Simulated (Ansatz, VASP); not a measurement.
**Two plane-wave programs on Sb**

```
Sb
1.0
     3.24211    0.00000    0.00000
     0.00000    3.24211    0.00000
     0.00000    0.00000    3.24211
Sb
1
Direct
  0.00000 0.00000 0.00000
```

Alike in both runs: task relaxation of cell and atoms; functional LDA; k mesh 10 × 10 × 10; occupations fermi-dirac, width 0.05 eV; no spin polarisation.

```csv
,VASP,Ansatz
version,VASP 6.6.1,Ansatz 0.2.0
potentials or method,"VASP PAW LDA potentials, release 64 (Sb)","PAW with Ansatz's default frozen-core files, scalar-relativistic"
plane-wave cutoff (eV),600,420
valence electrons in the cell,5,15
```

```tsv
	VASP	Ansatz	Ansatz less VASP
relaxed volume (Å³/atom)	28.15	28.05	-0.097
relaxed cell length with the largest relative difference (Å)	3.042	3.038	-0.0035
energy change over the relaxation (meV/atom)	-186	-190	-4.4
```

The two sets of potentials don't hold the same shells in valence. Ansatz warned: «gradients_without_spin_orbit».

Caveats: the volume moved by over 15 % at a fixed basis, so the end points are rough (VASP). Spin-orbit coupling is left out, which matters for the levels of Sb. LDA usually gives volumes a few per cent too small.
